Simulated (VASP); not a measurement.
Runs of VASP 6.6.1 on PtS2. It takes space group P-3m1 (No. 164, trigonal). The conventional cell has a = 3.543 Å, b = 3.543 Å, c = 5.039 Å, α = 90.00°, β = 90.00°, γ = 120.00°. Pt (site symmetry -3m) is surrounded by 6 S at 2.34 Å. S (site symmetry 3m) is surrounded by 3 Pt at 2.34 Å. 

```csv
task,potentials or basis,cell,cutoff (eV),smearing,gap on the mesh (eV),pressure (GPa),largest force (eV/Å)
relaxation of cell and atoms,"VASP PAW PBE potentials, release 54 (Pt, S)",relaxed,580,fermi-dirac 0.05 eV,1.54,0.0,-
band structure,"VASP PAW PBE potentials, release 54 (Pt, S)",as given,520,fermi-dirac 0.05 eV,1.03,-,-
band structure,"VASP PAW PBE potentials, release 54 (Pt, S)",as given,500,fermi-dirac 0.05 eV,1.03,11.1,1.21
band structure,"VASP PAW PBE potentials, release 64 (Pt, S_h)",as given,900,fermi-dirac 0.05 eV,1.02,(a),1.24
single point,"VASP PAW PBE potentials, release 64 (Pt, S)",as given,520,gaussian 0.029 eV,1.03,11.1,1.21
```

Alike in all rows: level PBE; no spin polarisation; k mesh 9 × 9 × 5.

**Question.** Estimate the missing entries.

**Answer.** (a) 11.4.

Caveats: spin-orbit coupling is left out, which moves the levels of the heavy elements; forces of over 1 eV/Å show positions far from the minimum, so gaps and moduli don't describe the material at rest (some runs); an odd mesh through Γ misses points on the zone boundary, where band edges often lie (some runs); this functional lacks dispersion, which binds the layers, so the pressure and a relaxed spacing across them are unreliable, and here the layers came unbound (some runs).

A k mesh can miss the band edges, and the runs leave out spin-orbit coupling on Pt.
